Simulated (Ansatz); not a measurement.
# LAPW volumes and bulk moduli in simple lattices

All-electron LAPW (Ansatz 0.2.0), scalar-relativistic, no spin, Fermi–Dirac smearing 0.136 eV, k-meshes of 8 to 18 points an axis; Birch–Murnaghan fits to pressures. Some or most of these lattices are hypothetical for the element, and V0 is the minimum nearest the starting volume; lattices without a usable fit are left out; mesh and smearing are coarse, and magnetic elements are treated as non-magnetic.

| element | lattice | functional | V0 (Å³/atom) | B0 (GPa) | B′ | k-points per axis |
| --- | --- | --- | --- | --- | --- | --- |
| Rh | bcc | LDA | 13.64 | 285 | 5.1 | 15 |
| Rh | bcc | PBE | 14.52 | 229 | 5.2 | 15 |
| Rh | diamond | LDA | 19.63 | 160 | 5.1 | 9 |
| Rh | diamond | PBE | 21.04 | 126 | 5.2 | 8 |
| Rh | diamond | PBEsol | 20.11 | 147 | 5.1 | 9 |
| Rh | fcc | LDA | 13.25 | 313 | 5.1 | 15 |
| Rh | fcc | PBE | 14.09 | 252 | 5.2 | 15 |
| Rh | sc | LDA | 15.30 | 228 | 5.0 | 13 |
| Rh | sc | PBE | 16.37 | 180 | 5.1 | 13 |
| Rh | sc | PBEsol | 15.67 | 209 | 5.0 | 13 |

Question: Give V0 and B0 for bcc Rh in PBEsol.

Answer: 13.94 Å³/atom and 264.3 GPa.

Question: Give V0 and B0 for fcc Rh in PBEsol.

Answer: 13.54 Å³/atom and 290.8 GPa.
